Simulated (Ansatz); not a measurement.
Zone-centre phonons of Si2W at 22 GPa: input and output

Theory: DFT PBE, scalar-relativistic, plane waves, PAW (Ansatz 0.2.0).

Launched with:
```bash
ansatz run input.yaml --threads 1 --pin off --max-ram 3072MiB --backend cpu --events-out ev --progress --plain --runs-dir out
```

Input (bare energies are in eV):
```yaml
crystal:
  lattice:
    - [-1.5662889642, 1.5662889642, 3.8431137768]
    - [1.5662889642, -1.5662889642, 3.8431137768]
    - [1.5662889642, 1.5662889642, -3.8431137768]
  atoms:
    - { symbol: Si, position: [0.3331693394, 0.3331693394, 0.0] }
    - { symbol: Si, position: [0.6668306606, 0.6668306606, 0.0] }
    - { symbol: W, position: [0.0, 0.0, 0.0] }
basis:
  ecutwfc: 420
kpoints:
  mp_grid: { grid: [18, 18, 18] }
hamiltonian:
  xc: pbe
scf:
  occupations: { method: fermi_dirac, width: 0.15 }
output:
  eigenvalues: true
phonons:
  method: dfpt
  eigenvectors: true
```

The end of the output:
```
--- Phonons (Γ-DFPT): 4 representative perturbations + reference, on 865 of 5832 k-points (Σ response iterations 12) ---
  k mesh reduced under 4 symmetry operations, with k and −k counted as one. Each operation leaves every solved displacement unchanged or reverses it
  ASR residual: 3.558e-4 → 0.000e0 eV/Å²; symmetrization residual: 1.320e-7 eV/Å²
  ASR residual per site (eV/Å²): 1.69e-5 1.69e-5 3.56e-4
  Γ frequencies (cm⁻¹): 0.00 0.00 0.00 298.37 298.37 348.75 384.61 384.61 484.29
  non-analytic LO–TO correction: not included (Born effective charges unavailable; polar crystals: no LO–TO splitting at Γ)
```

It took 4.4 min on 1 thread of Intel(R) Xeon(R) Platinum 8259CL CPU @ 2.50GHz (Skylake/Cascade Lake), on a shared host, peak memory 1.8 GiB.

In a metal, frequencies and elastic constants depend on the k mesh and the smearing, soft modes and shear constants most. Spin–orbit coupling is left out, which can shift energies with elements as heavy as these. Other phases may be more stable at this pressure.